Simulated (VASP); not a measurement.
# GaCo: formation energy of a vacancy on the Ga site, part 3 of 5

Wanted: what a vacancy on the Ga site costs in GaCo and how the lattice relaxes round it. The start is a cell from a database of measured crystal structures.

VASP 6.6.1, plane waves and PAW; the level of theory is named at each step.

So far. Step 2 (The host at zero pressure): The run ended after 3 ionic steps, 0.041 eV below its first step, once forces and stress met EDIFFG = -0.02. Step 3 (Relax the host again, on a new basis): The run ended after 3 ionic steps, 0.000 eV above its first step, once forces and stress met EDIFFG = -0.02.

## (4) The perfect supercell

This step: SCAN, spin-polarised from a ferromagnetic start; plane waves and PAW (Ga, Co) (VASP 6.6.1).

System of this step: GaCo. The structure is cubic, space group Pm-3m (No. 221). The conventional cell has a = 2.830 Å, b = 2.830 Å, c = 2.830 Å, α = 90.00°, β = 90.00°, γ = 90.00°. Nearest to Ga lie 8 Co at 2.45 Å. Co has 8 Ga at 2.45 Å nearest. Farther neighbours are not listed.

The same cell, mesh and cutoff without the defect give the energy to subtract and, in a gapped host, the band edges to count from, so that most errors cancel.

INCAR reads:

```
SYSTEM = GaCo
PREC = Normal
ENCUT = 300
EDIFF = 1E-05
NELM = 120
ISMEAR = 1
SIGMA = 0.2
LREAL = Auto
ALGO = Normal
METAGGA = SCAN
LASPH = .TRUE.
NBANDS = 139
ISPIN = 2
MAGMOM = 0 0 0 0 0 0 0 0 0 0 0 0 0 0 0 0 2 2 2 2 2 2 2 2 2 2 2 2 2 2 2 2
LMAXMIX = 4
LORBIT = 11
LWAVE = .FALSE.
LCHARG = .FALSE.
KPAR = 4
```

POSCAR reads:

```
GaCo
1.0
    0.0000000000      5.6605887030      5.6605887030
    5.6605887030      0.0000000000      5.6605887030
    5.6605887030      5.6605887030      0.0000000000
Ga Co
16 16
Direct
    0.1250000000      0.1250000000      0.1250000000
    0.6250000000      0.1250000000      0.1250000000
    0.1250000000      0.6250000000      0.1250000000
    0.1250000000      0.1250000000      0.6250000000
    0.3750000000      0.3750000000      0.3750000000
    0.6250000000      0.6250000000      0.1250000000
    0.6250000000      0.1250000000      0.6250000000
    0.8750000000      0.3750000000      0.3750000000
    0.1250000000      0.6250000000      0.6250000000
    0.3750000000      0.8750000000      0.3750000000
    0.3750000000      0.3750000000      0.8750000000
    0.6250000000      0.6250000000      0.6250000000
    0.8750000000      0.8750000000      0.3750000000
    0.8750000000      0.3750000000      0.8750000000
    0.3750000000      0.8750000000      0.8750000000
    0.8750000000      0.8750000000      0.8750000000
    0.0000000000      0.0000000000      0.0000000000
    0.5000000000      0.0000000000      0.0000000000
    0.0000000000      0.5000000000      0.0000000000
    0.0000000000      0.0000000000      0.5000000000
    0.2500000000      0.2500000000      0.2500000000
    0.5000000000      0.5000000000      0.0000000000
    0.5000000000      0.0000000000      0.5000000000
    0.7500000000      0.2500000000      0.2500000000
    0.0000000000      0.5000000000      0.5000000000
    0.2500000000      0.7500000000      0.2500000000
    0.2500000000      0.2500000000      0.7500000000
    0.5000000000      0.5000000000      0.5000000000
    0.7500000000      0.7500000000      0.2500000000
    0.7500000000      0.2500000000      0.7500000000
    0.2500000000      0.7500000000      0.7500000000
    0.7500000000      0.7500000000      0.7500000000
```

KPOINTS reads:

```
Automatic mesh
0
Gamma
4 4 4
0 0 0
```

PAW data sets: Ga and Co (PBE family, release 64).

Command:

```bash
mpirun -np 4 vasp_std
```

Output:

```text
[banner, memory and clock lines left out]
running    4 mpi-ranks, on    1 nodes
 distrk:  each k-point on    1 cores,    4 groups
 distr:  one band on    1 cores,    1 groups

 POSCAR found type information on POSCAR GaCo
 POSCAR found :  2 types and      32 ions
 [... a notice as in an earlier step ...]

 LDA part: xc-table for (None), standard interpolation
 POSCAR, INCAR and KPOINTS ok, starting setup
 FFT: planning ... GRIDC
 FFT: planning ... GRID_SOFT
 FFT: planning ... GRID
 WAVECAR not read
 entering main loop
       N       E                     dE             d eps       ncg     rms          rms(c)
DAV:   1     0.820596709340E+03    0.82060E+03   -0.55376E+04  4448   0.105E+03
DAV:   2    -0.445622622994E+03   -0.12662E+04   -0.11884E+04  4448   0.298E+02
DAV:   3    -0.568186426995E+03   -0.12256E+03   -0.10962E+03  4720   0.111E+02
DAV:   4    -0.573155162997E+03   -0.49687E+01   -0.48184E+01  5194   0.225E+01
DAV:   5    -0.573283828806E+03   -0.12867E+00   -0.12834E+00  6045   0.294E+00    0.491E+01
DAV:   6    -0.580719203416E+03   -0.74354E+01   -0.38742E+02  5315   0.123E+02    0.569E+01
DAV:   7    -0.544941919051E+03    0.35777E+02   -0.11594E+02  5338   0.690E+01    0.153E+01
DAV:   8    -0.544806795066E+03    0.13512E+00   -0.10045E+01  4977   0.106E+01    0.793E+00
DAV:   9    -0.545114301841E+03   -0.30751E+00   -0.10397E+00  5409   0.470E+00    0.402E+00
DAV:  10    -0.545113846728E+03    0.45511E-03   -0.23136E-01  5510   0.213E+00    0.152E+00
DAV:  11    -0.545145386054E+03   -0.31539E-01   -0.83197E-02  5147   0.992E-01    0.583E-01
DAV:  12    -0.545153563242E+03   -0.81772E-02   -0.12255E-02  5555   0.543E-01    0.297E-01
DAV:  13    -0.545153041053E+03    0.52219E-03   -0.18925E-03  6218   0.240E-01    0.125E-01
DAV:  14    -0.545152990861E+03    0.50192E-04   -0.38443E-04  6247   0.100E-01    0.678E-02
DAV:  15    -0.545151880196E+03    0.11107E-02   -0.14558E-04  4759   0.632E-02    0.228E-02
DAV:  16    -0.545152435245E+03   -0.55505E-03   -0.27702E-05  3533   0.310E-02    0.974E-03
DAV:  17    -0.545152243056E+03    0.19219E-03   -0.77926E-06  2521   0.112E-02    0.640E-03
DAV:  18    -0.545152420204E+03   -0.17715E-03   -0.99767E-07  2477   0.429E-03    0.233E-03
DAV:  19    -0.545152407706E+03    0.12498E-04   -0.33014E-07  2470   0.241E-03    0.115E-03
DAV:  20    -0.545152393921E+03    0.13785E-04   -0.10884E-07  2477   0.120E-03    0.513E-04
DAV:  21    -0.545152390310E+03    0.36109E-05   -0.50103E-08  2482   0.759E-04
   1 F= -.54515239E+03 E0= -.54516700E+03  d E =0.438327E-01  mag=     6.1963
```

Elapsed: 3.8 min, on 4 MPI ranks of AMD EPYC 9R45, shared host; peak memory 1.6 GiB; 15 min of CPU time.

From OUTCAR (step 4):

```text
  LATTYP: Found a face centered cubic cell.
 ALAT       =    11.3211774060

The static configuration has the point symmetry O_h .

 Found      8 irreducible k-points:

   k-points           NKPTS =      8   k-points in BZ     NKDIM =      8   number of bands    NBANDS=    139

   dimension x,y,z NGX =    36 NGY =   36 NGZ =   36
   dimension x,y,z NGXF=    72 NGYF=   72 NGZF=   72

   ENCUT  =  300.0 eV  22.05 Ry    4.70 a.u.  11.31 11.31 11.31*2*pi/ulx,y,z

   NELECT =     192.0000    total number of electrons

 E-fermi :   7.6859

 spin component 1
 k-point     1 :       0.0000    0.0000    0.0000
  band No.  band energies     occupation
    ...
     97       7.0668      1.00005
     98       7.0671      1.00005
     99       7.4776      1.02891
    100       7.4778      1.02885
    101       7.4779      1.02880
    102       9.4881     -0.00000
    103      10.4701     -0.00000
    104      10.4702     -0.00000
    105      10.4702     -0.00000
    106      10.9387     -0.00000
    ...

 k-point     2 :       0.2500    0.0000    0.0000
  band No.  band energies     occupation
    ...
     97       7.2086      1.00189
     98       7.2088      1.00190
     99       7.5229      0.99386
    100       7.5231      0.99353
    101       7.5234      0.99323
    102       9.0699     -0.00000
    103       9.0709     -0.00000
    104       9.0710     -0.00000
    105       9.2898     -0.00000
    106       9.2903     -0.00000
    ...

 k-point     3 :       0.5000    0.0000    0.0000
  band No.  band energies     occupation
    ...
     92       6.6492      1.00000
     93       6.6503      1.00000
     94       6.6503      1.00000
     95       7.5575      0.93792
     96       7.5575      0.93792
     97       7.8942     -0.02891
     98       7.8942     -0.02891
     99       7.8952     -0.02929
    100       7.8952     -0.02929
    101       7.8954     -0.02936
    ...

 k-point     4 :       0.2500    0.2500    0.0000
  band No.  band energies     occupation
    ...
     97       7.2135      1.00210
     98       7.2136      1.00210
     99       7.4664      1.03252
    100       7.4665      1.03249
    101       7.6560      0.62518
    102       8.8727     -0.00000
    103       8.8734     -0.00000
    104       8.8740     -0.00000
    105       8.8740     -0.00000
    106       9.6976     -0.00000
    ...

  Total        3.0861914      3.0861914      3.0861914      0.0000000      0.0000000      0.0000000
  in kB       13.6307149     13.6307149     13.6307149      0.0000000      0.0000000      0.0000000
  external PRESSURE =      13.6307149 kB  Pullay stress =       0.0000000 kB

  energy-cutoff  :      300.00
  volume of cell :      362.76
      direct lattice vectors                 reciprocal lattice vectors
     0.000000000  5.660588703  5.660588703    -0.088330035  0.088330035  0.088330035
     5.660588703  0.000000000  5.660588703     0.088330035 -0.088330035  0.088330035
     5.660588703  5.660588703  0.000000000     0.088330035  0.088330035 -0.088330035

 POSITION                                       TOTAL-FORCE (eV/Angst)
 -----------------------------------------------------------------------------------
      1.41515      1.41515      1.41515        -0.000000      0.000000      0.000000
      1.41515      4.24544      4.24544         0.000000     -0.000000     -0.000000
      4.24544      1.41515      4.24544        -0.000000      0.000000     -0.000000
      4.24544      4.24544      1.41515        -0.000000     -0.000000      0.000000
      4.24544      4.24544      4.24544        -0.000000     -0.000000     -0.000000
      4.24544      4.24544      7.07574        -0.000000      0.000000     -0.000000
      4.24544      7.07574      4.24544        -0.000000     -0.000000      0.000000
      4.24544      7.07574      7.07574        -0.000000      0.000000      0.000000
      7.07574      4.24544      4.24544        -0.000000      0.000000     -0.000000
      7.07574      4.24544      7.07574         0.000000      0.000000      0.000000
      7.07574      7.07574      4.24544         0.000000      0.000000      0.000000
      7.07574      7.07574      7.07574        -0.000000     -0.000000      0.000000
      7.07574      7.07574      9.90603        -0.000000     -0.000000     -0.000000
      7.07574      9.90603      7.07574        -0.000000      0.000000     -0.000000
      9.90603      7.07574      7.07574        -0.000000     -0.000000     -0.000000
      9.90603      9.90603      9.90603        -0.000000      0.000000      0.000000
      0.00000      0.00000      0.00000         0.000000     -0.000000     -0.000000
      0.00000      2.83029      2.83029        -0.000000      0.000000      0.000000
      2.83029      0.00000      2.83029        -0.000000     -0.000000      0.000000
      2.83029      2.83029      0.00000        -0.000000     -0.000000     -0.000000
      2.83029      2.83029      2.83029        -0.000000      0.000000      0.000000
      2.83029      2.83029      5.66059        -0.000000      0.000000      0.000000
      2.83029      5.66059      2.83029         0.000000      0.000000      0.000000
      2.83029      5.66059      5.66059         0.000000     -0.000000      0.000000
      5.66059      2.83029      2.83029        -0.000000      0.000000     -0.000000
      5.66059      2.83029      5.66059         0.000000      0.000000     -0.000000
      5.66059      5.66059      2.83029         0.000000      0.000000      0.000000
      5.66059      5.66059      5.66059         0.000000      0.000000     -0.000000
      5.66059      5.66059      8.49088        -0.000000     -0.000000      0.000000
      5.66059      8.49088      5.66059         0.000000      0.000000     -0.000000
      8.49088      5.66059      5.66059         0.000000      0.000000      0.000000
      8.49088      8.49088      8.49088        -0.000000     -0.000000     -0.000000
 -----------------------------------------------------------------------------------
    total drift:                               -0.000000     -0.000000      0.000000

  FREE ENERGIE OF THE ION-ELECTRON SYSTEM (eV)
  ---------------------------------------------------
  free  energy   TOTEN  =      -545.1523903101 eV

  energy  without entropy=     -545.1962230418  energy(sigma->0) =     -545.16700122

 total charge
# of ion       s       p       d       tot
------------------------------------------
    1        1.074   1.481   0.272   2.827
    2        1.074   1.481   0.272   2.827
    3        1.074   1.481   0.272   2.827
    4        1.074   1.481   0.272   2.827
    5        1.074   1.481   0.272   2.827
    6        1.074   1.481   0.272   2.827
    7        1.074   1.481   0.272   2.827
    8        1.074   1.481   0.272   2.827
    9        1.074   1.481   0.272   2.827
   10        1.074   1.481   0.272   2.827
   11        1.074   1.481   0.272   2.827
   12        1.074   1.481   0.272   2.827
   13        1.074   1.481   0.272   2.827
   14        1.074   1.481   0.272   2.827
   15        1.074   1.481   0.272   2.827
   16        1.074   1.481   0.272   2.827
   17        0.420   0.510   7.498   8.428
   18        0.420   0.510   7.498   8.428
   19        0.420   0.510   7.498   8.428
   20        0.420   0.510   7.498   8.428
   21        0.420   0.510   7.498   8.428
   22        0.420   0.510   7.498   8.428
   23        0.420   0.510   7.498   8.428
   24        0.420   0.510   7.498   8.428
   25        0.420   0.510   7.498   8.428
   26        0.420   0.510   7.498   8.428
   27        0.420   0.510   7.498   8.428
   28        0.420   0.510   7.498   8.428
   29        0.420   0.510   7.498   8.428
   30        0.420   0.510   7.498   8.428
   31        0.420   0.510   7.498   8.428
   32        0.420   0.510   7.498   8.428
--------------------------------------------------
tot         23.906  31.856 124.323 180.085

 magnetization (x)
# of ion       s       p       d       tot
------------------------------------------
    1       -0.007  -0.035  -0.022  -0.064
    2       -0.007  -0.035  -0.022  -0.064
    3       -0.007  -0.035  -0.022  -0.064
    4       -0.007  -0.035  -0.022  -0.064
    5       -0.007  -0.035  -0.022  -0.064
    6       -0.007  -0.035  -0.022  -0.064
    7       -0.007  -0.035  -0.022  -0.064
    8       -0.007  -0.035  -0.022  -0.064
    9       -0.007  -0.035  -0.022  -0.064
   10       -0.007  -0.035  -0.022  -0.064
   11       -0.007  -0.035  -0.022  -0.064
   12       -0.007  -0.035  -0.022  -0.064
   13       -0.007  -0.035  -0.022  -0.064
   14       -0.007  -0.035  -0.022  -0.064
   15       -0.007  -0.035  -0.022  -0.064
   16       -0.007  -0.035  -0.022  -0.064
   17       -0.003  -0.020   0.491   0.468
   18       -0.003  -0.020   0.491   0.468
   19       -0.003  -0.020   0.491   0.468
   20       -0.003  -0.020   0.491   0.468
   21       -0.003  -0.020   0.491   0.468
   22       -0.003  -0.020   0.491   0.468
   23       -0.003  -0.020   0.491   0.468
   24       -0.003  -0.020   0.491   0.468
   25       -0.003  -0.020   0.491   0.468
   26       -0.003  -0.020   0.491   0.468
   27       -0.003  -0.020   0.491   0.468
   28       -0.003  -0.020   0.491   0.468
   29       -0.003  -0.020   0.491   0.468
   30       -0.003  -0.020   0.491   0.468
   31       -0.003  -0.020   0.491   0.468
   32       -0.003  -0.020   0.491   0.468
--------------------------------------------------
tot         -0.159  -0.879   7.507   6.469

[... 1 part as in an earlier step ...]

[... 11 further parts left out ...]
```

The magnetic state follows from one typed start and may not be the lowest.

This step gave:

* electronic cycles: 21
* electrons: 192
* free energy (TOTEN): -545.1524 eV
* energy at zero smearing: -545.1670 eV
* Fermi energy: 7.686 eV
* moment of the cell, from the last line of the log: 6.196 μB

Spin moment in the PAW sphere by element, in μB:

```csv
element,atoms,mean,spread (r.m.s.),least,largest
Ga,16,-0.064,0.000,-0.064,-0.064
Co,16,0.468,0.000,0.468,0.468
```

The atoms farthest from the mean of their element:

| atom | x, y, z (Å) | spin moment in the PAW sphere (μB) |
| --- | --- | --- |
| Ga1 | 1.42, 1.42, 1.42 | -0.064 |
| Ga2 | 1.42, 4.25, 4.25 | -0.064 |
| Ga3 | 4.25, 1.42, 4.25 | -0.064 |
| Ga4 | 4.25, 4.25, 1.42 | -0.064 |
| Ga5 | 4.25, 4.25, 4.25 | -0.064 |
| Ga6 | 4.25, 4.25, 7.08 | -0.064 |
| Ga7 | 4.25, 7.08, 4.25 | -0.064 |
| Ga8 | 4.25, 7.08, 7.08 | -0.064 |

At this cutoff and mesh the cell shows a pressure of 1.4 GPa, where the relaxation had removed it. It comes from the smaller basis, the coarser mesh or a moment that this cell holds.

The host is treated as a metal, as its relaxation found a gap under 0.3 eV or none, and only the neutral defect is run.

(Continued in part 4 of 5.)

[Lines on the potential files, build, host, timing and source positions are cut from VASP's logs without a mark.]

[Logs are printed without paths, hosts, clocks, repeated set-up lines and the standing remarks that a program may print on its own settings, such as how far it seeks lower states.]

[Hosts, paths, dates, database ids (printed as entryN), source tags and the programs' standing remarks are cut or masked in the printed files.]

[In band tables of VASP the shares of atoms and orbitals are scaled to a sum of 1 inside the atoms' spheres.]

[Runs that stopped without an error message from VASP are left out.]
